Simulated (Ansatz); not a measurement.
**What a trial cell of Te relaxes into**

Level of theory: DFT PBEsol, scalar-relativistic, plane waves, PAW in Ansatz 0.2.0. Cutoff 420 eV, Γ-centred k mesh, Gaussian smearing, no spin polarisation in the final step.

A relaxed cell is given with its space group left out.

```
CELL_PARAMETERS angstrom
0.00000 3.52922 3.52922
3.52922 0.00000 3.52922
3.52922 3.52922 0.00000
ATOMIC_POSITIONS crystal
Te 0.50000 0.50000 0.50000
Te 0.75000 0.75000 0.75000
```

Energies count from the standard state of Te at the same level.

**Question.** What space group does it have?

**Answer.** Fd-3m (No. 227). Conventional cell: a = 7.058 Å. Te has 4 Te at 3.06 Å.

**Question.** How far above the standard state of Te does it lie?

**Answer.** 0.51 eV/atom.

**Question.** Is it a metal?

**Answer.** Yes, bands cross the Fermi level on the 14×14×14 mesh.

The final run used a 14×14×14 mesh on its 2-atom cell and 0.10 eV smearing. For metals, differences of a few meV/atom aren't resolved. Spin–orbit coupling is left out. The cell came from a trial start, so Te may not exist in this structure.